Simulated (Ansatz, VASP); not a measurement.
**Two plane-wave programs on Mn**

The input INCAR:

```
SYSTEM = Mn
PREC = Accurate
ENCUT = 520
EDIFF = 1E-6
ISMEAR = -1
SIGMA = 0.1
LREAL = .False.
LASPH = .True.
NELM = 60
ALGO = Normal
ISIF = 2
LWAVE = .False.
LCHARG = .False.
GGA = CA
NBANDS = 20
```

KPOINTS

```
regular mesh
0
Gamma
  17 17 9
  0 0 0
```

File POSCAR:

```
Mn
1.0
    2.4325784454      0.0000000000      0.0000000000
   -1.2162892227      2.1066747304      0.0000000000
    0.0000000000      0.0000000000      3.9226422439
Mn
2
Direct
    0.3333333333      0.6666666667      0.2500000000
    0.6666666667      0.3333333333      0.7500000000
```

Input for Ansatz:

```yaml
crystal:
  lattice:
    - [2.4325784454, 0.0, 0.0]
    - [-1.2162892227, 2.1066747304, 0.0]
    - [0.0, 0.0, 3.9226422439]
  atoms:
    - { symbol: Mn, position: [0.3333333333, 0.6666666667, 0.25] }
    - { symbol: Mn, position: [0.6666666667, 0.3333333333, 0.75] }
hamiltonian:
  xc: lda
  pseudopotentials:
    kind: paw
    azcp:
      Mn: "pseudopotentials/Mn.paw.azcp"
basis:
  ecutwfc: 420
  fft_grid_basis: typed
kpoints:
  mp_grid: { grid: [17, 17, 9], shift: [0, 0, 0] }
magnetization:
  spin_polarized: false
scf:
  occupations: { method: fermi_dirac, width: 0.1 }
  lower_state_search: "off"
output:
  stress: true
```

Alike in both runs: task single point; functional LDA; k mesh 17 × 17 × 9; occupations fermi-dirac, width 0.1 eV; no spin polarisation.

|  | VASP | Ansatz |
| --- | --- | --- |
| version | VASP 6.6.1 | Ansatz 0.2.0 |
| potentials or method | VASP PAW LDA potentials, release 64 (Mn_pv) | plane waves (420 eV) with PAW, scalar-relativistic |
| plane-wave cutoff (eV) | 520 | 420 |
| valence electrons in the cell | 26 | 30 |

VASP gave:

```
pressure (GPa)                                  : 0.5
largest component of the traceless stress (GPa) : 0.12
```

Question: Which values does Ansatz return?

Answer: Pressure (GPa): 0.0; largest component of the traceless stress (GPa): 0.03.

The two sets of potentials don't hold the same shells in valence. Ansatz warned: «pseudo_functional_mismatch».

Caveats: the run has no spin polarisation, though such a crystal can be magnetic. Spin polarisation is off, so any magnetic state and its effect on volume and gap are missing.
